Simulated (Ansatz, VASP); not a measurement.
SiO2: VASP beside Ansatz

```
CELL_PARAMETERS angstrom
-2.57864 2.57864 3.71646
2.57864 -2.57864 3.71646
2.57864 2.57864 -3.71646
ATOMIC_POSITIONS crystal
Si 0.00000 0.00000 0.00000
Si 0.75000 0.25000 0.50000
O 0.94180 0.62500 0.81680
O 0.37500 0.19180 0.31680
O 0.80820 0.12500 0.18320
O 0.87500 0.05820 0.68320
```

Alike in both runs: functional PBE; k mesh 6 × 6 × 6; occupations gaussian, width 0.02 eV; no spin polarisation.

Ansatz relaxed the structure, and its values are those at the end. VASP's run is a single point on that final structure, the one shown.

|  | VASP | Ansatz |
| --- | --- | --- |
| version | VASP 6.6.1 | Ansatz 0.2.0 |
| potentials or method | VASP PAW PBE potentials, release 64 (Si, O) | scalar-relativistic, plane waves, PAW |
| plane-wave cutoff (eV) | 520 | 420 |
| valence electrons in the cell | 32 | 32 |

```csv
,VASP,Ansatz,Ansatz less VASP
gap on the k mesh at the Fermi level (eV),5.53,5.53,+0.001
least direct gap on the mesh (eV),5.53,5.53,+0.001
pressure (GPa),-1.3,-1.3,-0.05
```

A k mesh can miss the band edges. As with any semilocal functional, this PBE gap is likely too small.
